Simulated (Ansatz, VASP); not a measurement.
**One calculation of SiC, two programs**

```
CELL_PARAMETERS angstrom
3.04598 0.00000 0.00000
-1.52299 2.63790 0.00000
0.00000 0.00000 4.99855
ATOMIC_POSITIONS crystal
Si 0.33333 0.66667 0.00461
Si 0.66667 0.33333 0.50461
C 0.33333 0.66667 0.38039
C 0.66667 0.33333 0.88039
```

Alike in both runs: functional r2SCAN; k mesh 8 × 8 × 6; no spin polarisation.

Ansatz relaxed the structure, and its values are those at the end. VASP's run is a single point on that final structure, the one shown.

|  | VASP | Ansatz |
| --- | --- | --- |
| version | VASP 6.6.1 | Ansatz 0.2.0 |
| potentials or method | VASP PAW PBE potentials, release 64 (Si, C) | PAW with Ansatz's default frozen-core files, scalar-relativistic |
| plane-wave cutoff (eV) | 520 | 500 |
| occupations | gaussian, width 0.01 eV | fixed |
| valence electrons in the cell | 16 | 16 |

|  | VASP | Ansatz | Ansatz less VASP |
| --- | --- | --- | --- |
| pressure (GPa) | 6.8 | 7.0 | +0.21 |

Caveats: the PAW data sets were made with another functional, which shifts forces and pressure a little (VASP). A k mesh can miss the band edges.
